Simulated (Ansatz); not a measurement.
# SnO2 (Cassiterite) (P4_2/mnm) in Ansatz: settings compared

Aim: see how the results for SnO2 (Cassiterite) move with the level of theory and the settings. Levels: LDA, PBE, PBEsol, RPBE, revPBE. Tasks: band structure.

All numbers are computed with Ansatz 0.2.0; they aren't measurements. Logs are shortened: lines on timing, memory, paths and dates and some standing lists are left out, and cuts for length are marked.

## (1) The crystal as given

Symmetry: P4_2/mnm, No. 136, tetragonal system. The conventional cell has a = 4.738 Å, b = 4.738 Å, c = 3.187 Å, α = 90.00°, β = 90.00°, γ = 90.00°. Sn (site symmetry mmm) is surrounded by 6 O at 2.05 to 2.06 Å. O (site symmetry m2m) has 3 Sn at 2.05 to 2.06 Å as nearest neighbours.

## (2) Band structure, LDA

input.yaml reads:

```yaml
crystal:
  lattice:
    - [4.738, 0.0, 0.0]
    - [0.0, 4.738, 0.0]
    - [0.0, 0.0, 3.1865]
  atoms:
    - { symbol: Sn, position: [0.5, 0.5, 0.5] }
    - { symbol: Sn, position: [0.0, 0.0, 0.0] }
    - { symbol: O, position: [0.8071, 0.1929, 0.5] }
    - { symbol: O, position: [0.6929, 0.6929, 0.0] }
    - { symbol: O, position: [0.1929, 0.8071, 0.5] }
    - { symbol: O, position: [0.3071, 0.3071, 0.0] }
hamiltonian:
  xc: lda
  pseudopotentials: { kind: paw }
kpoints:
  mp_grid: { grid: [6, 6, 8] }
  band_path:
    path:
      - [[0.0, 0.0, 0.0], [0.0, 0.5, 0.0], [0.5, 0.5, 0.0], [0.0, 0.0, 0.0], [0.0, 0.0, 0.5], [0.0, 0.5, 0.5], [0.5, 0.5, 0.5], [0.0, 0.0, 0.5]]
      - [[0.0, 0.5, 0.0], [0.0, 0.5, 0.5]]
      - [[0.5, 0.5, 0.0], [0.5, 0.5, 0.5]]
    npoints: 14
scf:
  occupations: { method: fermi_dirac, width: 0.05 }
  n_extra_bands: 15
output:
  forces: true
  stress: true
  eigenvalues: true
  fatbands: true
```

Potentials or basis: Ansatz PAW.

On the command line:

```
$ ansatz run input.yaml --threads 2 --pin off --max-ram 5632MiB --backend cpu --events-out ev --progress --plain --runs-dir out
```

Standard output:

```text
Warning: RAYON_NUM_THREADS=2 ignored (pool sized by the plan → 2); use --threads N
scf.n_extra_bands = 15 over 26 filled bands (N_el = 52.0): the run solves 41 bands
Engine: ansatz 0.2.0, x86_64-unknown-linux-gnu
Pseudopotentials: kind: paw
Pseudopotential: Sn, paw, valence charge 14, recommended cutoff 420 eV (normal), Sn.paw.azcp
Pseudopotential: O, paw, valence charge 6, recommended cutoff 420 eV (normal), O.paw.azcp
Functional definition: SPW92
  exchange = slater_x
  correlation = pw_c
Crystal: 6 atoms, lattice volume = 71.533 Å³
Basis set: ecut = 420 eV, 1411 PW (Γ)
Bands: 41, of which v1, the nominal top of the filled ones, is band 26 counted from 1 (25 counted from 0)
Symmetry: 16 space group operations
Space group: P42/mnm (ITA 136), of the structure as read, at distance tolerance 4.2e-5 Å
k-points: 50 of 288
Non-local potential: Sn, projectors of the file, l = 0: 2, l = 1: 2, l = 2: 2, l = 3: 2
Non-local potential: O, projectors of the file, l = 0: 2, l = 1: 2, l = 2: 1
PAW form: soft (Blöchl's): semilocal exchange-correlation on the pseudo side does not see the compensation charge
PAW frozen core: Sn, regenerated for the run's functional, and the local potential with it (the file was generated under x = pbe(κ = 0.804, μ = 0.2195149727645171), c = pbe(β = 0.06672455060314922))
PAW frozen core: O, regenerated for the run's functional, and the local potential with it (the file was generated under x = pbe(κ = 0.804, μ = 0.2195149727645171), c = pbe(β = 0.06672455060314922))
PAW one-centre angular grid: Sn, 590 points (default); XC on 64 Gauss nodes
PAW one-centre angular grid: O, 110 points (default); XC on 64 Gauss nodes
Initial density: superposition of atomic densities (neutral atoms: chi_scale 0, normalization atom), corrected by the library's trained network
Initial wavefunctions: pseudopotential atomic-orbital guess
Functional: x = slater, c = lda
SCF iter   1: F=—  HF=-13980.423487 eV  |F-HF|=—  |Δ(HF+E_count)|=         —  Δρ=1.88e-2  dr2=2.11e-1  ethr=1.77e-3  ⟨swp⟩=5.7  Hψ=9019  notcnv=0  defer=172
preconditioner: auto → Resta (q_TF=auto, 2.587 Å⁻¹)  ε∞=2.9  [insulator: Δε(μ)=0.964 eV  Ē_g=23.148 eV  σ=0.050 eV  W_gap=1.00  n_scr=18 (ndim 8)  ℏωp=31.7 eV  f_vac=0.027  D(μ)=0.00/eV (n_scr^D=0)  ε∞_Penn≈2.9]
SCF iter   2: F=—  HF=-13980.362040 eV  |F-HF|=—  |Δ(HF+E_count)|=   6.14e-2  Δρ=5.04e-3  dr2=6.56e-3  ethr=4.06e-4  ⟨swp⟩=2.2  Hψ=3151  notcnv=0  defer=501
SCF iter   3: F=—  HF=-13980.359667 eV  |F-HF|=—  |Δ(HF+E_count)|=   2.37e-3  Δρ=2.10e-3  dr2=1.65e-3  ethr=1.26e-5  ⟨swp⟩=2.1  Hψ=2879  notcnv=0  defer=501
SCF iter   4: F=—  HF=-13980.359102 eV  |F-HF|=—  |Δ(HF+E_count)|=   5.65e-4  Δρ=3.64e-4  dr2=6.09e-5  ethr=3.17e-6  ⟨swp⟩=2.0  Hψ=2674  notcnv=0  defer=501
SCF iter   5: F=—  HF=-13980.359095 eV  |F-HF|=—  |Δ(HF+E_count)|=   7.21e-6  Δρ=6.22e-5  dr2=1.90e-6  ethr=1.17e-7  ⟨swp⟩=1.1  Hψ=1596  notcnv=0  defer=501
SCF iter   6: F=-13980.359096 eV  HF=-13980.359096 eV  |F-HF|=6.22e-9  |Δ(HF+E_count)|=   6.48e-7  Δρ=6.53e-6  dr2=2.67e-8  ethr=1.92e-10  ⟨swp⟩=11.1  Hψ=12427  notcnv=0
SCF 1 converged in 6 iterations: F = -13980.359096 eV  dr2 = 2.67e-8
NSCF: frozen V_eff on 129 k-points
SCF converged after 6 iterations
Free energy (F): -13980.359096 eV
Harris-Foulkes:  -13980.359096 eV  (|F-HF|=6.22e-9)
Internal energy: -13980.359096 eV  (E = F + TS)
E sigma→0 (E₀):  -13980.359096 eV
Entropy (-TS):   -0.000000 eV (-0.000 meV/atom)
Fermi energy:    9.737009 eV
--- Per-component energies (eV) ---
  E_band       = -131.423869
  E_kinetic    = 1081.115101
  E_local      = -2867.980277  (includes V_loc(G=0)·N_el)
  E_nonlocal   = 150.981994
  E_hartree    = 1481.719494
  E_xc         = -1041.957571
  E_vxc        = -564.370520  (∫ρ·V_xc dr)
  E_paw        = -8602.633727  (= ΣΔE_a)
  E_vpaw       = -894.628530  (= ΣTr[D̂ρ^β])
  E_aug_tail   = 0.010187  (compensation charges beyond the density's cutoff)
  E_ewald      = -4182.851779
  E_core_change = 1.237482  (= ΣΔE_core)
  E_smearing   = -0.000000  (= −TS)
  E_closure    = 0.000000  (closes the sum)
  Σ components = -13980.359096   (vs F -13980.359096, Δ=0.00e0)
--- Forces (eV/Å), atoms counted from 1 ---
  atom   1  Sn    -0.00000000    -0.00000000    -0.00000000
  atom   2  Sn     0.00000000    -0.00000000     0.00000000
  atom   3  O     -0.10954936     0.10954936     0.00000000
  atom   4  O      0.10954936     0.10954936    -0.00000000
  atom   5  O      0.10954936    -0.10954936    -0.00000000
  atom   6  O     -0.10954936    -0.10954936     0.00000000
  max |Σ_I F_I| component: 1.39e-17 eV/Å
--- Stress (GPa, compression-positive) ---
       -1.087013       0.000000       0.000000
        0.000000      -1.087013       0.000000
        0.000000       0.000000      -0.040652
  P = ⅓ Tr σ = -0.7382 GPa (-7.382 kbar)
--- Band table (eV; the first three rows and the last of 50) ---
  k-point 0: bands = ["-11.8486", "-11.1093", "-10.8085", "-10.7938", "-10.7938", "-10.6903", "-10.6509", "-10.5578", "-10.5349", "-10.5349", "-9.6095", "-7.6616", "-7.6616", "-5.8741", "0.9311", "5.0073", "5.0073", "5.1089", "5.9769", "7.0559", "7.1865", "7.9020", "7.9020", "8.3619", "8.3619", "9.1596", "10.2936", "15.0669", "15.2711", "15.2711", "19.2811", "19.4866", "20.9906", "20.9906", "21.4667", "21.5694", "24.1329", "25.4819", "27.9962", "28.4850", "28.4850"]
  k-point 1: bands = ["-11.7719", "-11.0134", "-10.9421", "-10.9421", "-10.7793", "-10.7039", "-10.6443", "-10.5584", "-10.5565", "-10.5565", "-9.5260", "-7.4123", "-7.4123", "-5.9911", "0.9018", "4.9838", "5.1555", "5.1555", "6.0376", "6.0815", "7.0661", "7.3081", "7.3081", "8.3993", "8.3993", "9.0250", "11.2629", "15.3909", "15.9273", "15.9273", "18.3480", "20.3884", "20.9263", "20.9263", "21.3222", "21.4405", "23.9196", "24.4617", "26.3999", "26.3999", "28.9423"]
  k-point 2: bands = ["-11.5710", "-11.2465", "-11.2465", "-10.8520", "-10.7011", "-10.7008", "-10.6267", "-10.5984", "-10.5984", "-10.5611", "-9.2311", "-6.8589", "-6.8589", "-6.3655", "0.8885", "4.4030", "4.8283", "5.5055", "5.5055", "6.2668", "6.2668", "6.3864", "6.5945", "8.2997", "8.2997", "8.6445", "12.8646", "15.8703", "17.3570", "17.3570", "17.7306", "20.6670", "20.6933", "20.6933", "21.2126", "21.3943", "23.1144", "23.6481", "24.8283", "24.8283", "27.8210"]
  k-point 49: bands = ["-11.6055", "-11.6055", "-11.1045", "-11.1045", "-10.6555", "-10.6555", "-10.5764", "-10.5764", "-10.5335", "-10.5335", "-7.6446", "-7.6446", "-6.2088", "-6.2088", "0.9907", "0.9907", "4.0217", "4.0217", "6.5692", "6.5692", "6.6755", "6.6755", "8.1642", "8.1642", "8.3140", "8.3140", "13.8708", "13.8708", "17.7627", "17.7627", "19.9254", "19.9254", "20.1158", "20.1158", "22.0871", "22.0871", "24.1964", "24.1964", "24.6434", "24.6434", "26.6642"]
```

Run time: 3.8 s. Hardware: 2 threads of AMD EPYC 9R45 (Zen 5), shared host; peak memory 0.49 GiB.

What came out:

```
Free energy             : -13980.3591 eV
Pressure                : -0.7 GPa
Largest force           : 0.155 eV/Å
Band gap on the k mesh  : 1.13 eV, direct
Band gap along the path : 1.13 eV, direct
```

Forces on the atoms (eV/Å):
```
Sn   0.000  0.000  0.000
Sn   0.000  0.000  0.000
O   -0.110  0.110  0.000
O    0.110  0.110  0.000
O    0.110 -0.110  0.000
O   -0.110 -0.110  0.000
```

Stress tensor (GPa, compression positive):
```
-1.09  0.00  0.00
 0.00 -1.09  0.00
 0.00  0.00 -0.04
```

Levels at the corners of the path, in eV from the valence-band top:
```csv
point,band 22,band 23,band 24,band 25,band 26,band 27,band 28,band 29,band 30,band 31
Γ,-1.26,-1.26,-0.80,-0.80,0.00,1.13,5.91,6.11,6.11,10.12
X,-2.00,-1.22,-1.22,-0.65,-0.65,4.28,4.28,6.84,6.84,10.72
M,-2.01,-1.34,-1.34,-0.91,-0.91,4.65,4.65,7.30,7.30,10.74
Γ,-1.26,-1.26,-0.80,-0.80,0.00,1.13,5.91,6.11,6.11,10.12
Z,-2.66,-1.70,-1.70,-1.28,-1.28,6.02,6.02,9.52,9.52,10.43
R,-1.77,-1.13,-1.13,-0.72,-0.72,6.29,6.29,7.85,7.85,10.77
A,-2.48,-1.00,-1.00,-0.85,-0.85,4.71,4.71,8.60,8.60,10.77
Z,-2.66,-1.70,-1.70,-1.28,-1.28,6.02,6.02,9.52,9.52,10.43
X,-2.00,-1.22,-1.22,-0.65,-0.65,4.28,4.28,6.84,6.84,10.72
R,-1.77,-1.13,-1.13,-0.72,-0.72,6.29,6.29,7.85,7.85,10.77
M,-2.01,-1.34,-1.34,-0.91,-0.91,4.65,4.65,7.30,7.30,10.74
A,-2.48,-1.00,-1.00,-0.85,-0.85,4.71,4.71,8.60,8.60,10.77
```

Caveat: the pressure holds a Pulay correction of +1.1 GPa for the finite cutoff; spin-orbit coupling is left out, which moves the levels of the heavy elements; the PAW data sets come from PBE, with cores solved anew for the run's functional, which leaves a small shift of forces and pressure. Expect the measured gap to be larger: semilocal functionals such as LDA lack the derivative discontinuity.

(Continued in part 2 of 2.)
